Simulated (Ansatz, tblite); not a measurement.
LiF: GFN2-xTB, run from Python

These are simulated results from tblite 0.8.0, not measurements. The cell began as a database structure and was relaxed with r2SCAN in plane waves (Ansatz 0.2.0). All runs are without spin polarisation.

It is hexagonal, P6_3mc (No. 186); conventional cell a = 3.081 Å, c = 4.785 Å, 9.83 Å³ an atom. Li is surrounded by 4 F at 1.86–1.87 Å; F is surrounded by 4 Li at 1.86–1.87 Å.

tblite solves periodic systems at the zone centre alone, so the script builds a cluster of 4×4×2 conventional cells (128 atoms), which folds in a coarse mesh of k points.

The script, run.py:

```python
import json
from ase import Atoms
from ase.build import make_supercell
from ase.units import Bohr, GPa, Hartree
from tblite.interface import Calculator

atoms = Atoms(['Li', 'Li', 'F', 'F'],
              cell=[[3.081052, 0.0, 0.0], [-1.540526, 2.668269, -0.0], [0.0, -0.0, 4.785234]],
              scaled_positions=[[0.333333, 0.666667, 0.382439], [0.666667, 0.333333, 0.882439], [0.333333, 0.666667, 0.992559], [0.666667, 0.333333, 0.492559]],
              pbc=True)
cluster = make_supercell(atoms, [[4, 0, 0], [0, 4, 0], [0, 0, 2]])
calc = Calculator('GFN2-xTB', cluster.numbers, cluster.positions / Bohr, lattice=cluster.cell[:] / Bohr, periodic=cluster.pbc)
calc.set('temperature', 0.02 / Hartree)
calc.set('max-iter', 150)
res = calc.singlepoint()
levels = res.get('orbital-energies') * Hartree
nv = round(res.get('orbital-occupations').sum() / 2)
cells = len(cluster) // len(atoms)
out = {'energy_per_cell': res.get('energy') * Hartree / cells, 'homo': levels[nv - 1], 'lumo': levels[nv],
       'stress': (-res.get('virial') * Hartree / cluster.get_volume() / GPa).tolist(), 'charges': res.get('charges')[:len(atoms)].tolist(), 'electrons': 2 * nv / cells}
json.dump(out, open('results.json', 'w'))
for key, value in out.items():
    print(key, value)
```

Command: `python run.py`. It took 18 s on 1 thread of Arm Neoverse V1, on a shared host, peak memory 0.13 GiB.

Output:

```
------------------------------------------------------------
  cycle        total energy    energy error   density error
------------------------------------------------------------
      1     -312.5010429336  -3.1326525E+02   2.8542663E-01
      2     -322.7751442031  -1.0274101E+01   1.1026119E-01
      3     -322.9517902743  -1.7664607E-01   4.2675263E-02
      4     -322.8697385291   8.2051745E-02   3.8487749E-02
      5     -323.1040268003  -2.3428827E-01   1.8774843E-02
      6     -323.0739571597   3.0069641E-02   1.3772340E-02
      7     -323.0831959961  -9.2388363E-03   9.2473332E-03
      8     -323.0928053132  -9.6093171E-03   3.6339179E-03
      9     -323.0948726981  -2.0673849E-03   5.3561751E-04
     10     -323.0949196034  -4.6905309E-05   1.5166198E-05
     11     -323.0949196201  -1.6748800E-08   1.0631004E-05
------------------------------------------------------------

 total:                                  17.134 sec
energy_per_cell -274.74564313421524
homo -15.69354893924279
lumo -12.678362479070064
stress [[11.77981818873521, -0.0038505686042705845, 9.70344979806314e-06], [-0.0038505686042710732, 11.77537958165086, -5.602289996807397e-06], [9.70344979799297e-06, -5.602289996848854e-06, 13.790869042828632]]
charges [0.24873122104342799, 0.24871685705862379, -0.2487080297972879, -0.2487139211669025]
electrons 16.0
```

The cycle table is in hartree for the whole cluster, and the lines after it are in eV (the energy for one cell). The printed stress is in GPa and positive in compression, and the pressure is its mean diagonal.

GFN2-xTB gives a gap of 3.02 eV. On the same cell, plane-wave PBE (Ansatz, 12×12×6 k points and the special points) gives a gap of 7.85 eV and r2SCAN a gap of 8.58 eV; on shared hosts these took about 5.1 and 9.8 core-seconds on the 4-atom cell, against 18 for the script. Semilocal gaps usually lie below measured ones. xTB was fitted to molecules, so gaps, charges and pressures of solids can be far off, and the gap also depends on the size of the cluster.

The same script was run on cells scaled at fixed shape and fractional coordinates:

| volume (Å³/atom) | energy (meV/atom) | pressure (GPa, positive in compression) | gap (eV) |
| --- | --- | --- | --- |
| 8.65 | 126.5 | 22.96 | 3.75 |
| 9.24 | 53.8 | 16.82 | 3.34 |
| 9.83 | 0.0 | 12.45 | 3.02 |
| 10.43 | -39.7 | 9.30 | 2.74 |
| 11.02 | -69.6 | 7.06 | 2.52 |

The minimum lies beyond the largest of these volumes.

xTB was fitted mostly to molecules, and a small cluster samples few k points, so gaps, pressures and kinks along a curve can be far from a solid's.
